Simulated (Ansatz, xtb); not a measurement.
# Ranking isomers of C4H9N

12 gas-phase structures of C4H9N, from a drawn sample of its isomers (lower ones may exist). Each was relaxed with GFN2-xTB; where two conformers were screened, the lower at r2SCAN-D4/def2-SVP is listed:

A. `C/C=N\CC`, a singlet
B. `CC1(C)CN1`, a singlet
C. `CN1CCC1`, a singlet
D. `C1CCNC1`, a singlet
E. `C=NCCC`, a singlet
F. `C=NC(C)C`, a singlet
G. `CN=C(C)C`, a singlet
H. `[H]/N=C\CCC`, a singlet
I. `[H]/N=C\C(C)C`, a singlet
J. `CC[C@@H]1CN1`, a singlet
K. `NC1CCC1`, a singlet
L. `[H]/N=C/C(C)C`, a singlet

Task: Make a reasoned guess at their ranking by r2SCAN-D4/def2-SVP single-point energy.

Result: Calculated order at r2SCAN-D4/def2-SVP: D (0.0), L (19.8), G (20.6), I (22.7), H (25.5), A (38.8), F (39.7), E (51.3), K (56.5), B (62.1), J (79.8), C (92.2) kJ/mol. Less than 1 kcal/mol parts L and G; G and I; I and H; A and F, so the order within those pairs means little.

Energies above the lowest of each column, in kJ/mol; the last columns are at PBE0-D3(BJ)/def2-SVP geometries and were run for some of them only (a dash: not run or not comparable):

```csv
structure,GFN2-xTB,HF/STO-3G,r2SCAN-D4/def2-SVP,PBE0-D3(BJ)/def2-SVP,CCSD(T)/def2-SVP + ΔMP2/def2-TZVPP
D,0.0,0.0,0.0,0.0,0.0
L,80.1,141.8,19.8,27.7,3.9
G,39.7,126.1,20.6,31.6,18.0
I,76.3,138.9,22.7,–,–
H,79.9,140.3,25.5,32.4,12.0
A,63.9,141.5,38.8,47.4,34.7
F,75.0,144.8,39.7,50.2,28.3
E,81.8,150.2,51.3,60.0,41.2
K,63.3,95.2,56.5,–,–
B,66.5,150.3,62.1,–,–
J,79.4,161.5,79.8,–,–
C,54.7,97.8,92.2,–,–
```

Every level run on D puts it lowest or level with the lowest. CCSD(T)/def2-SVP + ΔMP2/def2-TZVPP orders those it was run on as D (0.0), L (3.9), H (12.0), G (18.0), F (28.3), A (34.7), E (41.2) kJ/mol. Less than 1 kcal/mol parts D and L, so the order within that pair means little. Flexible structures stand in one conformer each, not always the lowest. A keeps a small imaginary mode. Frequencies (GFN2-xTB) were run for A, D, E, F, G, H, L alone. ΔMP2 is the change of the MP2 energy from the smaller to the larger basis.

Over these structures GFN2-xTB departs from r2SCAN-D4/def2-SVP by 22.2 kJ/mol on average once a common shift is removed. A GFN2-xTB relaxation took about 0.054 s and the r2SCAN-D4/def2-SVP energy about 1.2 s on a shared host (Ansatz 0.2.0, xtb 6.7.1).
